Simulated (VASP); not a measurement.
# Settings for TiTe₂: self-consistent run

TiTe₂, P-3m1 (no. 164), 3 atoms in the cell. PBE with TS; PAW potentials Te, Ti_sv (PBE set). VASP 6.6.1.

Wanted: energy within 2 meV/atom; pressure within 0.1 GPa.

POSCAR:
```
TiTe2
1.0
    3.7770000000      0.0000000000      0.0000000000
   -1.8885000000      3.2709779501      0.0000000000
    0.0000000000      0.0000000000      6.4980000000
Te Ti
2 1
Direct
    0.3333333333      0.6666666667      0.7372000000
    0.6666666667      0.3333333333      0.2628000000
    0.0000000000      0.0000000000      0.0000000000
```

## Inputs of the Tkatchenko-Scheffler term

| Inputs of the Tkatchenko-Scheffler term | Energy less reference (meV/atom) | Pressure (GPa) | SCF iterations | Time (s) |
|---|---|---|---|---|
| default | 0.0 | -0.88 | 18 | 31 |
| VDW_RADIUS = 15 | 7.9 | -0.79 | 18 | 26 |
| VDW_RADIUS = 100 | -0.2 | -0.89 | 18 | 26 |
| VDW_SR = 0.9 | -54.8 | -0.69 | 18 | 25 |
| VDW_D = 15.0 | -27.5 | -0.99 | 18 | 21 |
| VDW_ALPHA = 40.000 98.000, VDW_C6AU = 445.000 1044.000 | -23.3 | -0.96 | 18 | 20 |
| VDW_ALPHA = 40.000 98.000, VDW_C6AU = 489.500 1148.400 | -56.5 | -1.13 | 18 | 20 |

## Question

For each series: keep the first row unless others stay within half of the tolerance and take at least 30 % less time, and then take the fastest.

## Answer

- inputs of the Tkatchenko-Scheffler term: default

## The input

INCAR:
```
PREC     = Accurate       # precision mode
ENCUT    = 520            # plane-wave cutoff, eV
EDIFF    = 1E-7           # SCF threshold, eV
ISMEAR   = 0              # smearing method
SIGMA    = 0.02           # smearing width, eV
LREAL    = F              # projectors in reciprocal space
LASPH    = T              # aspherical terms in the spheres
ALGO     = Normal         # electronic algorithm
NELM     = 100            # most SCF steps
ISIF     = 2              # what is computed and relaxed
LWAVE    = F              # write WAVECAR
LCHARG   = F              # write CHGCAR
IVDW     = 2              # dispersion correction
```

KPOINTS:
```
k-points
0
Gamma
  6 6 3
```

Commands:
```
cat potpaw_PBE.64/Te/POTCAR potpaw_PBE.64/Ti_sv/POTCAR > POTCAR
mpirun -np 1 vasp_std > vasp.out
```

The chosen input took VASP 6.6.1 31 s on 1 core (Intel Xeon 6975P-C (Granite Rapids)), a shared host.
